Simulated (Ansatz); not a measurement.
Al2O3:

```
Al O
1.0
     3.01748    0.00000    0.00000
    -1.50874    2.61322    0.00000
     0.00000    0.00000    7.57464
Al O
2 3
Cartesian
  0.0000 0.0000 5.4693
  0.0000 0.0000 2.1054
  0.0000 0.0000 3.7873
  1.5087 0.8711 6.0638
  0.0000 1.7421 1.5108
```

Measurements of this composition are mostly on another form, of space group No. 167.

```yaml
Program: Ansatz 0.2.0
Task: relaxation of cell and atoms
Functional: PBEsol
Potentials_or_basis: Ansatz PAW
Cutoff: "420 eV (not typed: the program's choice for these potentials)"
k_mesh: 10 × 10 × 4
Occupations: fermi-dirac, width 0.05 eV
Spin: no spin polarisation
```

At the start: volume 11.95 Å³/atom.

Task: How do energy, volume and symmetry change on relaxing?

Result: It ends after 16 steps and the volume is 12.33 Å³/atom (+3.2 %); space group P-3m1 (No. 164, to 0.05 Å).

Step by step:
```
step  energy change (eV)  largest force (eV/Å)  volume (Å³)
   1              0.0000                0.1850        59.73
   2             -0.0145                0.1428        59.97
   3             -0.0196                0.0263        60.00
   4             -0.0200                0.0040        59.92
   5             -0.0200                0.0005        59.92
   6             -0.0219                0.0015        59.92
   7             -0.0208                0.0022        60.30
   8             -0.0194                0.0040        60.66
   9             -0.0227                0.0046        60.66
  10             -0.0211                0.0041        61.12
  11             -0.0230                0.0042        61.12
  12             -0.0225                0.0007        61.26
  13             -0.0218                0.0007        61.44
  14             -0.0231                0.0007        61.44
  15             -0.0222                0.0008        61.66
  16             -0.0232                0.0008        61.66
```

Final structure:
```
Al O
1.0
     2.98850    0.00000    0.00000
    -1.49425    2.58811    0.00000
     0.00000    0.00000    7.97222
Al O
2 3
Direct
  0.00000 0.00000 0.70963
  0.00000 0.00000 0.29037
  0.00000 0.00000 0.50000
  0.66667 0.33333 0.78417
  0.33333 0.66667 0.21583
```

Caveat: the plane-wave basis is chosen anew once the cell has moved, so the energies of steps on either side of that aren't comparable; the pressure holds a Pulay correction of +0.6 GPa for the finite cutoff; the PAW data sets come from PBE, with cores solved anew for the run's functional, which leaves a small shift of forces and pressure.
